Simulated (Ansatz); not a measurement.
# CdTe (F-43m) in Ansatz: notebook

The runs below take CdTe through phonons, projected density of states, with PBEsol+D4, BLYP+D4.

Program: Ansatz 0.2.0. These are calculated values, not measurements. Logs are shortened: lines on timing, memory, paths and dates and some standing lists are left out, and cuts for length are marked.

**The experiment to reproduce.**

From a printed reference work, data compilation, for a bulk crystal of CdTe at 0 K: band gap 1.607 eV.

How close the calculation comes is told below.

## (1) The structure

The structure is cubic, space group F-43m (No. 216). Conventional cell: a = 6.410 Å, b = 6.410 Å, c = 6.410 Å, α = 90.00°, β = 90.00°, γ = 90.00°. Te (site symmetry -43m) is surrounded by 4 Cd at 2.78 Å. Cd (site symmetry -43m) has 4 Te at 2.78 Å as nearest neighbours.

## (2) Phonons, PBEsol+D4, collinear spin, random start

Contents of input.yaml:

```yaml
crystal:
  lattice:
    - [0.0, 3.205, 3.205]
    - [3.205, 0.0, 3.205]
    - [3.205, 3.205, 0.0]
  atoms:
    - { symbol: Te, position: [0.75, 0.75, 0.75], spin: 0.28 }
    - { symbol: Cd, position: [0.0, 0.0, 0.0] }
kpoints:
  mp_grid: { grid: [6, 6, 6] }
scf:
  occupations: { method: fermi_dirac, width: 0.15 }
hamiltonian:
  xc: pbesol
  dispersion: d4
  pseudopotentials:
    kind: all_electron
    lapw: { basis_error: 0.0005, small_component_spin: dirac_moment }
magnetization:
  spin_polarized: true
output: {}
phonons:
  method: fd
  supercell: [1, 1, 1]
basis:
  xc_grid: 1
```

Potentials or basis: all-electron LAPW, Dirac moment of small components.

On the command line:

```bash
$ ansatz run input.yaml --threads 1 --pin off --max-ram 2560MiB --backend cpu --events-out ev --progress --plain --runs-dir out
```

What it wrote:

```text
Warning: RAYON_NUM_THREADS=1 ignored (pool sized by the plan → 1); use --threads N
LAPW: plane waves up to 8.894 Å⁻¹, error target 5.0e-4 eV per atom; small_component_spin dirac_moment; Cd in spheres of 1.352 Å, 30 of its electrons in bands, Dirac shells []; Te in spheres of 1.340 Å, 24 of its electrons in bands, Dirac shells [] (how accurate: hamiltonian.pseudopotentials.lapw.basis_error, Limitations)
band count auto-derived: 35 (N_el = 54.0; filled up to band 27; 33 by the electrons, moments and atoms)
Engine: ansatz 0.2.0, aarch64-unknown-linux-gnu
Pseudopotentials: kind: all_electron
Pseudopotential: Te, LAPW, valence charge 24, lapw/all_electron/scalar/gaussian/Te, Koelling and Harmon's equation, gaussian nucleus
Pseudopotential: Cd, LAPW, valence charge 30, lapw/all_electron/scalar/gaussian/Cd, Koelling and Harmon's equation, gaussian nucleus
Functional definition: PBEsol
  exchange = pbesol_x
  correlation = pbesol_c
Crystal: 2 atoms, lattice volume = 65.844 Å³
Basis set: ecut = 301.38600208792684 eV, 749 PW (Γ), exchange–correlation at level 1
Bands: 34, of which v1, the nominal top of the filled ones, is band 27 counted from 1 (26 counted from 0)
Symmetry: 24 space group operations
Space group: F-43m (ITA 216), of the structure as read, at distance tolerance 4.0e-5 Å
Magnetic group: BNS 216.74 (UNI 1576), of the structure as read, at distance tolerance 4.0e-5 Å
k-points: 16 of 216 (time reversal used)
Non-local potential: Te, projectors of the file, none
Non-local potential: Cd, projectors of the file, none
Initial density: superposition of atomic densities (chi_scale 0.1, normalization cell)
Starting moments: Σ|m| = 0.28 μB on 1 of 2 sites
Initial wavefunctions: plane waves of lowest kinetic energy (no species holds an atomic orbital)
Functional: x = pbesol(κ = 0.804, μ = 0.12345679012345678), c = pbesol(β = 0.046)
SCF 1 converged in 13 iterations: F = -336972.205338 eV  dr2 = 2.72e-10
Bands: 35, of which v1, the nominal top of the filled ones, is band 27 counted from 1 (26 counted from 0)
Initial density: read from a saved state, or passed on in memory by an earlier SCF of this step, an earlier step, the calling program or the single point that the run made first
Stability of the state it starts from, as read at its close in the collinear treatment: not read negative (Ritz values of 1 − χ₀K, real part plus size of imaginary part, from 0.73 to 0.86, by its mixing steps under the symmetry group of the SCF that read it); its run was given moments
iter 1 solved again at ethr=1.89e-8 eV; its pass at ethr=1.00e-1 eV (dr2=1.02e-5 eV) is discarded
SCF iter   1: F=—  HF=-336972.205338 eV  |F-HF|=—  |Δ(HF+E_count)|=         —  Δρ=2.16e-7 (↑2.16e-7 ↓2.16e-7)  dr2=2.75e-10  dr2_m=0.00e0  M=0.000 μB ∫|m|=0.000 μB  β_m=0.30  ethr=1.89e-8  ⟨swp⟩=5.3  Hψ=4716  notcnv=0
the basis was enlarged: its passes take 176.1 KiB over the memory plan, 2 of 2 planned eigensolver slots
preconditioner: auto → none  [insulator: Δε(μ)=0.756 eV  Ē_g=14.065 eV  σ=0.150 eV  W_gap=0.78  n_scr=14 (ndim 8)  ℏωp=19.4 eV  f_vac=0.272  D(μ)=0.02/eV (n_scr^D=0)  ε∞_Penn≈2.9]
SCF iter   2: F=-336972.205338 eV  HF=-336972.205338 eV  |F-HF|=3.49e-10  |Δ(HF+E_count)|=   1.73e-8  Δρ=4.03e-8 (↑4.03e-8 ↓4.03e-8)  dr2=8.30e-12  dr2_m=0.00e0  M=0.000 μB ∫|m|=0.000 μB  ethr=1.07e-11 (applied; sched 1.00e-12)  ⟨swp⟩=4.7  Hψ=1942  notcnv=0
SCF 2 converged in 2 iterations: F = -336972.205338 eV  dr2 = 8.30e-12
Symmetry: 4 space group operations
k-points: 46 of 216 (time reversal used)
Initial density: handed on by an earlier stage of this run
Initial wavefunctions: plane waves of lowest kinetic energy (no species holds an atomic orbital; no wavefunctions were taken with the density)
iter 1 solved again at ethr=6.07e-8 eV; its pass at ethr=1.00e-1 eV (dr2=3.28e-5 eV) is discarded
SCF iter   1: F=—  HF=-336972.205089 eV  |F-HF|=—  |Δ(HF+E_count)|=         —  Δρ=8.59e-5 (↑8.59e-5 ↓8.59e-5)  dr2=2.16e-5  dr2_m=0.00e0  M=0.000 μB ∫|m|=0.000 μB  β_m=0.30  ethr=6.07e-8  ⟨swp⟩=5.5  Hψ=12914  notcnv=0
preconditioner: auto → none  [insulator: Δε(μ)=0.748 eV  Ē_g=14.065 eV  σ=0.150 eV  W_gap=0.78  n_scr=14 (ndim 8)  ℏωp=19.4 eV  f_vac=0.274  D(μ)=0.02/eV (n_scr^D=0)  ε∞_Penn≈2.9]
SCF iter   2: F=—  HF=-336972.205087 eV  |F-HF|=—  |Δ(HF+E_count)|=   2.10e-6  Δρ=5.25e-5 (↑5.25e-5 ↓5.25e-5)  dr2=6.62e-6  dr2_m=0.00e0  M=0.000 μB ∫|m|=0.000 μB  β_m=0.46  ethr=4.00e-8  ⟨swp⟩=2.0  Hψ=4425  notcnv=0
iter 3 solved again at ethr=7.63e-10 eV; its pass at ethr=1.23e-8 eV (dr2=4.12e-7 eV) is discarded
SCF iter   3: F=—  HF=-336972.205088 eV  |F-HF|=—  |Δ(HF+E_count)|=   1.51e-6  Δρ=1.41e-5 (↑1.41e-5 ↓1.41e-5)  dr2=4.11e-7  dr2_m=0.00e0  M=0.000 μB ∫|m|=0.000 μB  β_m=0.56  ethr=7.63e-10  ⟨swp⟩=2.0  Hψ=7607  notcnv=0
SCF iter   4: F=—  HF=-336972.205089 eV  |F-HF|=—  |Δ(HF+E_count)|=   3.32e-7  Δρ=1.43e-6 (↑1.43e-6 ↓1.43e-6)  dr2=4.48e-9  dr2_m=0.00e0  M=0.000 μB ∫|m|=0.000 μB  β_m=0.61  ethr=7.61e-10  ⟨swp⟩=3.0  Hψ=4510  notcnv=0
SCF iter   5: F=-336972.205089 eV  HF=-336972.205089 eV  |F-HF|=2.33e-10  |Δ(HF+E_count)|=   5.06e-9  Δρ=3.14e-7 (↑3.14e-7 ↓3.14e-7)  dr2=2.61e-10  dr2_m=0.00e0  M=0.000 μB ∫|m|=0.000 μB  ethr=8.62e-12 (applied; sched 8.30e-12)  ⟨swp⟩=3.0  Hψ=4571  notcnv=0
SCF 3 converged in 5 iterations: F = -336972.205089 eV  dr2 = 2.61e-10
iter 1 solved again at ethr=1.70e-7 eV; its pass at ethr=1.00e-1 eV (dr2=9.16e-5 eV) is discarded
SCF iter   1: F=—  HF=-336972.205113 eV  |F-HF|=—  |Δ(HF+E_count)|=         —  Δρ=1.31e-4 (↑1.31e-4 ↓1.31e-4)  dr2=8.35e-5  dr2_m=0.00e0  M=0.000 μB ∫|m|=0.000 μB  β_m=0.30  ethr=1.70e-7  ⟨swp⟩=5.2  Hψ=12667  notcnv=0
SCF iter   2: F=—  HF=-336972.205092 eV  |F-HF|=—  |Δ(HF+E_count)|=   2.13e-5  Δρ=7.30e-5 (↑7.30e-5 ↓7.30e-5)  dr2=1.96e-5  dr2_m=0.00e0  M=0.000 μB ∫|m|=0.000 μB  β_m=0.42  ethr=1.55e-7  ⟨swp⟩=2.0  Hψ=4425  notcnv=0
iter 3 solved again at ethr=2.19e-9 eV; its pass at ethr=3.62e-8 eV (dr2=1.18e-6 eV) is discarded
SCF iter   3: F=—  HF=-336972.205088 eV  |F-HF|=—  |Δ(HF+E_count)|=   3.34e-6  Δρ=2.29e-5 (↑2.29e-5 ↓2.29e-5)  dr2=1.18e-6  dr2_m=0.00e0  M=0.000 μB ∫|m|=0.000 μB  β_m=0.56  ethr=2.19e-9  ⟨swp⟩=2.0  Hψ=7606  notcnv=0
SCF iter   4: F=—  HF=-336972.205089 eV  |F-HF|=—  |Δ(HF+E_count)|=   2.42e-7  Δρ=3.07e-6 (↑3.07e-6 ↓3.07e-6)  dr2=1.93e-8  dr2_m=0.00e0  M=0.000 μB ∫|m|=0.000 μB  β_m=0.65  ethr=2.19e-9  ⟨swp⟩=2.0  Hψ=4425  notcnv=0
SCF iter   5: F=—  HF=-336972.205089 eV  |F-HF|=—  |Δ(HF+E_count)|=   1.10e-8  Δρ=3.25e-7 (↑3.25e-7 ↓3.25e-7)  dr2=4.37e-10  dr2_m=0.00e0  M=0.000 μB ∫|m|=0.000 μB  β_m=0.58  ethr=3.58e-11  ⟨swp⟩=2.9  Hψ=4513  notcnv=0
SCF iter   6: F=-336972.205089 eV  HF=-336972.205089 eV  |F-HF|=1.75e-10  |Δ(HF+E_count)|=  7.57e-10  Δρ=1.21e-7 (↑1.21e-7 ↓1.21e-7)  dr2=3.24e-11  dr2_m=0.00e0  M=0.000 μB ∫|m|=0.000 μB  ethr=8.28e-12 (applied; sched 1.00e-12)  ⟨swp⟩=2.0  Hψ=4425  notcnv=0
SCF 4 converged in 6 iterations: F = -336972.205089 eV  dr2 = 3.24e-11
SCF converged after 2 iterations
Magnetization: 0.0000 μB (27.0000 up, 27.0000 down)
Absolute magnetization: 0.0000 μB (∫|ρ↑−ρ↓|)
Spin contamination: 0.0000 ħ² per cell (⟨S²⟩ above its minimum at these occupations)
Per-site moments (μB) at R_I (Å): [(0.0, 1.3402450367446404), (0.0, 1.3520979996915732)]
Free energy (F): -336972.205338 eV
Harris-Foulkes:  -336972.205338 eV  (|F-HF|=3.49e-10)
Internal energy: -336972.202953 eV  (E = F + TS)
E sigma→0 (E₀):  -336972.204146 eV
Entropy (-TS):   -0.002385 eV (-1.192 meV/atom)
Fermi energy:    9.754239 eV
--- Per-component energies (eV) ---
  E_band       = -5427.955144
  E_kinetic    = 354549.553022
  E_xc         = -8850.506053
  E_electrostatic = -682670.807707  (all electrons and nuclei)
  E_disp       = -0.442214  (pairwise vdW)
  E_smearing   = -0.002385  (= −TS)
  E_closure    = 0.000000  (closes the sum)
  E_atoms      = -336966.303613  (free atoms, spherical and without spin; not in F)
  Σ components = -336972.205338   (vs F -336972.205338, Δ=0.00e0)
  Basis errors (estimates in eV, not in F): energy 2.1e-4 per atom: plane waves 2.0e-4 (1.2e-4 summed), levels above the bands 7.7e-29, relativity 1.2e-8, radial functions 1.7e-5, core shells 1.9e-8; eigenvalues (radial functions only) 2.8e-7; not estimated: angular momenta, meshes, grids; target (lapw.basis_error) 5.0e-4; muffin-tin radii Cd 1.352 Å, Te 1.340 Å
--- Forces (eV/Å), atoms counted from 1 ---
  atom   1  Te    -0.00000000     0.00000000    -0.00000000
  atom   2  Cd     0.00000000    -0.00000000    -0.00000000
  max |Σ_I F_I| component: 4.16e-17 eV/Å
--- Band table (eV; the first three rows and the last of 32) ---
  k-point 0 ↑: bands = ["-380.4135", "-380.4135", "-380.4119", "-380.4119", "-380.4119", "-149.2830", "-99.3871", "-99.3871", "-99.3871", "-92.8631", "-53.9573", "-53.9573", "-53.9573", "-26.8398", "-26.8398", "-26.8398", "-26.8300", "-26.8300", "-2.1998", "0.8368", "0.8368", "0.8368", "1.1271", "1.1271", "9.2102", "9.2102", "9.2102", "9.9664", "13.7506", "13.7506", "13.7506", "16.5440", "18.7315", "18.7315", "19.1636"]
  k-point 1 ↑: bands = ["-380.4135", "-380.4135", "-380.4119", "-380.4119", "-380.4119", "-149.2830", "-99.3871", "-99.3871", "-99.3871", "-92.8631", "-53.9573", "-53.9573", "-53.9573", "-26.8398", "-26.8397", "-26.8397", "-26.8299", "-26.8299", "-2.0903", "0.8576", "0.8576", "0.9214", "1.1256", "1.1256", "7.3968", "8.9635", "8.9635", "11.0657", "13.8739", "14.1064", "14.1064", "17.5303", "17.6956", "17.6956", "18.8886"]
  k-point 2 ↑: bands = ["-380.4135", "-380.4135", "-380.4119", "-380.4119", "-380.4119", "-149.2830", "-99.3871", "-99.3871", "-99.3871", "-92.8631", "-53.9574", "-53.9573", "-53.9573", "-26.8399", "-26.8396", "-26.8396", "-26.8299", "-26.8299", "-1.8697", "0.8934", "0.8934", "1.1299", "1.1299", "1.2184", "5.4586", "8.5549", "8.5549", "11.0950", "14.3928", "14.3928", "15.4442", "17.1240", "18.1204", "18.1204", "21.4999"]
  k-point 15 ↓: bands = ["-380.4135", "-380.4135", "-380.4119", "-380.4119", "-380.4119", "-149.2830", "-99.3871", "-99.3871", "-99.3871", "-92.8631", "-53.9574", "-53.9574", "-53.9574", "-26.8402", "-26.8395", "-26.8391", "-26.8300", "-26.8295", "-1.6286", "0.9801", "0.9858", "1.0728", "1.1402", "1.7181", "4.7957", "6.8444", "6.9259", "12.8731", "12.9304", "15.8897", "16.1664", "18.9037", "20.5553", "20.5917", "20.8227"]
--- Phonons: 2 displaced members + reference (amplitude 0.01 Å, Σ member SCF iterations 11) ---
  symmetry images taken by strict's conditions (phonons.symmetry_images: auto; settled by no image being taken that strict refuses)
  ASR residual: 6.477e-4 → 0.000e0 eV/Å²; symmetrization residual: 1.361e-5 eV/Å²
  pairwise dispersion correction: d4 (s6 = 1.0, s8 = 1.71885698, s9 = 1.0, a1 = 0.47901421, a2_bohr = 5.96771589), with the weights of each atom's references fixed at the reference crystal's, and the forces and stress that the weights' published response gives there kept as a pressure on the atom's counted neighbours (hamiltonian.dispersion)
  largest component of a force at the reference: 7.4e-17 eV/Å
  ASR residual per site (eV/Å²): 1.68e-6 6.48e-4
  Γ frequencies (cm⁻¹): 0.00 0.00 0.00 150.59 150.59 150.59
  density of states and harmonic sums: on the 17×17×17 q-mesh, interpolated from the force constants of a 1×1×1 supercell (no non-analytic term)
  largest difference from the sums on the solved wave vectors: F 6.21e-1 eV, S 8.80e-4 and C_V 2.58e-4 eV/K
  zero-point energy: 0.038076 eV/cell   skipped modes (ω ≤ 0): 3   left out of the sums: 1.02e-4 of the cell's modes: C_V's classical limit lies that fraction below 3 k_B per atom; for a crystal, a wire or a layer, F and S can be off by more, and a phonons.interpolated_qmesh denser along its periods is the remedy for the sampling
```

Wall time 2.3 min (1 thread of Arm Neoverse V1, shared host); peak memory 0.57 GiB.

The run converged, but some of its settings lie outside the range that counts as converged (typed here: basis.xc_grid = 1; kpoints.mp_grid.grid = 6 × 6 × 6), so its numbers aren't taken as properties of the crystal.

Results:

| Item | Value |
| --- | --- |
| Free energy | -336972.2053 eV |
| Band gap on the k mesh | 0.76 eV, direct |
| Net moment | 0.00 μB per cell |
| Absolute moment | 0.00 μB per cell |
| Highest phonon frequency at Γ, LO-TO splitting left out | 151 cm⁻¹ |

Caveat: a metal's response needs a denser mesh; the program listed the state as in doubt; spin-orbit coupling is left out, which moves the levels of the heavy elements.

## (3) Projected density of states, BLYP+D4, collinear spin, random start

Contents of input.yaml:

```yaml
crystal:
  lattice:
    - [0.0, 3.205, 3.205]
    - [3.205, 0.0, 3.205]
    - [3.205, 3.205, 0.0]
  atoms:
    - { symbol: Te, position: [0.75, 0.75, 0.75], spin: -0.15 }
    - { symbol: Cd, position: [0.0, 0.0, 0.0] }
kpoints:
  mp_grid: { grid: [7, 7, 7] }
  band_path:
    path:
      - [0.0, 0.0, 0.0]
      - [0.5, 0.0, 0.5]
      - [0.5, 0.25, 0.75]
      - [0.375, 0.375, 0.75]
      - [0.0, 0.0, 0.0]
      - [0.5, 0.5, 0.5]
      - [0.625, 0.25, 0.625]
      - [0.5, 0.25, 0.75]
    npoints: 10
scf:
  occupations: { method: gaussian, width: 0.1 }
hamiltonian:
  xc: blyp
  dispersion: d4
  pseudopotentials: { kind: all_electron, lapw: { basis_error: 0.002 } }
magnetization:
  spin_polarized: true
output:
  forces: true
  stress: true
  eigenvalues: true
  fatbands: true
  dos: { projected: true, de: 0.1, e_range: [-10, 8] }
  populations: true
```

Potentials or basis: all-electron LAPW, scalar-relativistic.

On the command line:

```bash
$ ansatz run input.yaml --threads 1 --pin off --max-ram 2560MiB --backend cpu --events-out ev --progress --plain --runs-dir out
```

Wall time 62 s (1 thread of Arm Neoverse V2, shared host); peak memory 0.35 GiB.

Results (log left out):

```yaml
Free_energy: -337154.9595 eV
Pressure: 2.9 GPa
Band_gap_on_the_k_mesh: 0.78 eV, direct
Band_gap_along_the_path: 0.78 eV, direct
Net_moment: 0.00 μB per cell
Absolute_moment: 0.00 μB per cell
Loewdin_charges: Te -0.94; Cd +1.16 e
```

Levels at the corners of the path, in eV from the valence-band top:
Spin up:
| point | band 20 | band 21 | band 22 | band 23 | band 24 | band 25 |
| --- | --- | --- | --- | --- | --- | --- |
| Γ | 0.00 | 0.00 | 0.00 | 0.78 | 4.63 | 4.63 |
| X | -4.47 | -1.95 | -1.95 | 2.66 | 2.70 | 9.05 |
| W | -4.35 | -2.41 | -2.29 | 4.29 | 4.79 | 5.64 |
| K | -4.37 | -2.65 | -1.62 | 2.93 | 4.59 | 7.50 |
| Γ | 0.00 | 0.00 | 0.00 | 0.78 | 4.63 | 4.63 |
| L | -4.59 | -0.81 | -0.81 | 1.82 | 5.25 | 5.25 |
| U | -4.37 | -2.65 | -1.62 | 2.93 | 4.59 | 7.50 |
| W | -4.35 | -2.41 | -2.29 | 4.29 | 4.79 | 5.64 |
Spin down:
```csv
point,band 19,band 20,band 21,band 22,band 23,band 24,band 25,band 26
Γ,-8.17,0.00,0.00,0.00,0.78,4.63,4.63,4.63
X,-7.65,-4.47,-1.95,-1.95,2.66,2.70,9.05,9.27
W,-7.56,-4.35,-2.41,-2.29,4.29,4.79,5.64,6.45
K,-7.60,-4.37,-2.65,-1.62,2.93,4.59,7.50,7.56
Γ,-8.17,0.00,0.00,0.00,0.78,4.63,4.63,4.63
L,-7.80,-4.59,-0.81,-0.81,1.82,5.25,5.25,7.22
U,-7.60,-4.37,-2.65,-1.62,2.93,4.59,7.50,7.56
W,-7.56,-4.35,-2.41,-2.29,4.29,4.79,5.64,6.45
```

States per cell in windows of 1 eV (zero at the valence-band top; states under -8 eV left out):
```tsv
from (eV)	up	down	Te1 5p down	Te1 5p up	Cd2 5s up	Cd2 5s down	Cd2 4d down	Cd2 4d up
-8.0	0.71	0.71	0.01	0.01	0.01	0.01	0.60	0.60
-7.0	0.00	0.00	0.00	0.00	0.00	0.00	0.00	0.00
-6.0	0.00	0.00	0.00	0.00	0.00	0.00	0.00	0.00
-5.0	0.61	0.61	0.36	0.36	0.21	0.21	0.01	0.01
-4.0	0.27	0.27	0.16	0.16	0.07	0.07	0.01	0.01
-3.0	0.57	0.57	0.49	0.49	0.03	0.03	0.02	0.02
-2.0	1.15	1.15	1.04	1.04	0.02	0.02	0.03	0.03
-1.0	0.41	0.41	0.37	0.37	0.00	0.00	0.02	0.02
0.0	0.00	0.00	0.00	0.00	0.00	0.00	0.00	0.00
1.0	0.03	0.03	0.01	0.01	0.01	0.01	0.00	0.00
2.0	0.53	0.53	0.15	0.15	0.22	0.22	0.00	0.00
3.0	0.66	0.66	0.16	0.16	0.20	0.20	0.00	0.00
4.0	0.75	0.75	0.05	0.05	0.05	0.05	0.00	0.00
5.0	0.81	0.81	0.03	0.03	0.01	0.01	0.00	0.00
6.0	0.70	0.70	0.02	0.02	0.02	0.02	0.00	0.00
7.0	0.58	0.58	0.01	0.01	0.01	0.01	0.00	0.00
```

Caveat: spin-orbit coupling is left out, which moves the levels of the heavy elements; the starting moments weren't kept.

## (4) Comparison with measurements

Step 3. A measured gap of CdTe is 1.607 eV (0 K; a printed reference work, data compilation); the calculated 0.78 eV misses it by -0.83 eV. Spin-orbit coupling on Cd, Te is left out. The value is that of BLYP+D4, without temperature or zero-point motion. Semilocal functionals fall short of measured gaps as a rule.
